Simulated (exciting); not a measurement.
Here is an exciting (release sodium) calculation.

Contents of input.xml:

```xml
<input>
  <title>Ca</title>
  <structure speciespath="./" tshift="false">
    <crystal scale="1">
      <basevect>0.017413826238 5.417669054772 5.401772678612</basevect>
      <basevect>5.170559018086 0.130045282718 5.289141222132</basevect>
      <basevect>5.240639511418 5.375118091624 0.059964789387</basevect>
    </crystal>
    <species speciesfile="Ca.xml" rmt="2.2">
      <atom coord="0.001330000000 0.002219000000 0.004814000000"/>
    </species>
  </structure>
  <groundstate do="fromscratch" ngridk="8 8 8" rgkmax="8.5" gmaxvr="14" lmaxapw="10" lmaxmat="10" lmaxvr="8" stype="Methfessel-Paxton 1" swidth="0.00734986" nempty="8" ValenceRelativity="iora*" epsengy="1e-05" epspot="1e-05" maxscl="60" outputlevel="low">
    <libxc exchange="XC_GGA_X_B88" correlation="XC_GGA_C_LYP"/>
  </groundstate>
  <properties>
    <bandstructure>
      <plot1d>
        <path steps="80">
          <point coord="-0.5 -0.5 -0.5" label="X"/>
          <point coord="0 0 0" label="G"/>
          <point coord="0.5 0 0" label="Y" breakafter="true"/>
          <point coord="0 -0.5 -0.5" label="L"/>
          <point coord="0 0 0" label="G"/>
          <point coord="0 0 0.5" label="Z" breakafter="true"/>
          <point coord="-0.5 -0.5 0" label="N"/>
          <point coord="0 0 0" label="G"/>
          <point coord="0.5 0 0.5" label="M" breakafter="true"/>
          <point coord="0 -0.5 0" label="R"/>
          <point coord="0 0 0" label="G"/>
        </path>
      </plot1d>
    </bandstructure>
  </properties>
</input>
```

Potentials or basis: all-electron LAPW+lo, shipped species files, valence relativity iora*.

Command:

```bash
$ OMP_NUM_THREADS=1 exciting_smp
```

(1) Estimate the density of states at the Fermi level.

(2) Estimate the band gap on the k mesh.

## Answers

(1) 1.31 states/eV per cell.

(2) none (metal or under the smearing width).

Caveat: the log's total energy holds no entropy term; the free energy is that total less TS from the occupations.
